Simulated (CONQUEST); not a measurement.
Runs of CONQUEST 1.3 on BaTiO3. It takes space group P4mm (No. 99, tetragonal). The conventional cell has a = 4.000 Å, b = 4.000 Å, c = 4.018 Å, α = 90.00°, β = 90.00°, γ = 90.00°. Ba (site symmetry 4mm) is surrounded by 12 O at 2.79 to 2.88 Å. Ti (site symmetry 4mm) is surrounded by 6 O at 1.89 to 2.13 Å. O (site symmetry 2mm) is surrounded by 2 Ti at 2.00 Å. Around O (site symmetry 4mm) lie 2 Ti at 1.89 to 2.13 Å. 

| task | level | potentials or basis | k mesh | gap on the mesh (eV) | pressure (GPa) | V0 of scaled cells (Å³/atom) | B0 (GPa) | largest force (eV/Å) |
| --- | --- | --- | --- | --- | --- | --- | --- | --- |
| equation of state | PBE | PseudoDojo NC PBE, SZP, grid of 48 × 48 × 48 points | 7 × 7 × 7 | - | - | 13.34 | 155 | - |
| single point | PBE | PseudoDojo NC PBE, SZP, grid cutoff 150 Ha | 4 × 4 × 4 | 1.43 | 6.5 | - | - | 0.27 |
| single point | PBE | PseudoDojo NC PBE, DZP, grid cutoff 150 Ha | 7 × 7 × 7 | 1.78 | 4.5 | - | - | 0.21 |
| equation of state | PBE | PseudoDojo NC PBE, SZ, grid of 48 × 48 × 48 points | 7 × 7 × 7 | - | - | 13.57 | (c) | - |
| single point | PBE | PseudoDojo NC PBE, DZ, grid cutoff 150 Ha | 7 × 7 × 7 | 1.79 | 4.0 | - | - | 0.17 |
| single point | PBE | PseudoDojo NC PBE, SZ, grid cutoff 150 Ha | 7 × 7 × 7 | 1.50 | (a) | - | - | 0.52 |
| equation of state | PBE | PseudoDojo NC PBE, DZ, grid of 48 × 48 × 48 points | 7 × 7 × 7 | - | - | 13.15 | 171 | - |
| single point | PBE | PseudoDojo NC PBE, SZP, grid cutoff 150 Ha | 8 × 8 × 8 | 1.44 | 6.5 | - | - | 0.20 |
| single point | PBEsol | PseudoDojo NC PBEsol, DZP, grid cutoff 150 Ha | 7 × 7 × 7 | 1.74 | -1.4 | - | - | 0.28 |
| single point | PBE | PseudoDojo NC PBE, SZP, grid cutoff 150 Ha | 6 × 6 × 6 | 1.44 | 6.5 | - | - | 0.20 |
| single point | PBE | PseudoDojo NC PBE, SZP, grid cutoff 150 Ha | 7 × 7 × 7 | 1.54 | 6.5 | - | - | 0.20 |
| single point | PBE | PseudoDojo NC PBE, SZP, grid cutoff 150 Ha | 5 × 5 × 5 | (b) | 6.5 | - | - | 0.20 |

Alike in all rows: no spin polarisation; cell as given; smearing fermi-dirac 0.05 eV.

**Question.** Fill in the values left out.

**Answer.** (a) 9.7; (b) 1.60; (c) 156.

Caveats: the basis of atomic orbitals isn't converged, which shifts pressures, moduli and gaps; the atomic basis is small (some runs); spin-orbit coupling is left out, which moves the levels of the heavy elements (some runs); an odd mesh through Γ misses points on the zone boundary, where band edges often lie (some runs); the cell was scaled at fixed shape and fractional positions, which overstates the stiffness of a crystal with free parameters, most of all of layers and chains (some runs).

A k mesh can miss the band edges, and the runs leave out spin-orbit coupling on Ba.

Not every run made on this cell is shown here.
